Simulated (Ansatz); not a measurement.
**Phases of Bi at 6.3 GPa**

Structure types of Bi are relaxed in primitive cells with their symmetry kept at 6.3 GPa, first on PAW files, then by LAPW. The enthalpy is E + pV at zero temperature, without zero-point motion. Only the types listed were tried, and differences under about 5 meV/atom are mesh noise. The real phase may be another.

Computed with Ansatz 0.2.0; functional PBE, scalar-relativistic. Settings: Fermi–Dirac smearing of 0.08 eV, no spin polarisation. Methods: LAPW: all electrons, basis error target 0.5 meV/atom; PAW: frozen-core files, cutoff 420 eV.

k meshes: fcc 14×14×14, bcc 14×14×14, hcp 13×13×7, beta tin 13×13×13, sc 12×12×12, diamond 10×10×10.

Spin–orbit coupling is left out, which matters for the heavy atoms.

```json
{"start type": "fcc", "ends as": "fcc, Fm-3m", "a, b, c (Å)": "4.871, 4.871, 4.871", "V (Å³/atom)": "28.89", "H − H(lowest), LAPW (meV/atom)": "?"}
{"start type": "bcc", "ends as": "bcc, Im-3m", "a, b, c (Å)": "3.855, 3.855, 3.855", "V (Å³/atom)": "28.65", "H − H(lowest), LAPW (meV/atom)": "1.9"}
{"start type": "hcp", "ends as": "hcp, P6_3/mmc", "a, b, c (Å)": "3.474, 3.474, 5.500", "V (Å³/atom)": "28.75", "H − H(lowest), LAPW (meV/atom)": "14.8"}
{"start type": "beta tin", "ends as": "beta tin, I4_1/amd", "a, b, c (Å)": "6.152, 6.152, 3.249", "V (Å³/atom)": "30.74", "H − H(lowest), LAPW (meV/atom)": "0.0"}
{"start type": "sc", "ends as": "sc, Pm-3m", "a, b, c (Å)": "3.164, 3.164, 3.164", "V (Å³/atom)": "31.67", "H − H(lowest), LAPW (meV/atom)": "?"}
{"start type": "diamond", "ends as": "diamond, Fd-3m", "a, b, c (Å)": "6.920, 6.920, 6.920", "V (Å³/atom)": "41.42", "H − H(lowest), LAPW (meV/atom)": "630.5"}
```

Q: What belongs in the row "sc", column "H − H(lowest), LAPW (meV/atom)"?

A: 46.5.

Q: Give the missing entry: row "fcc", column "H − H(lowest), LAPW (meV/atom)".

A: 66.5.
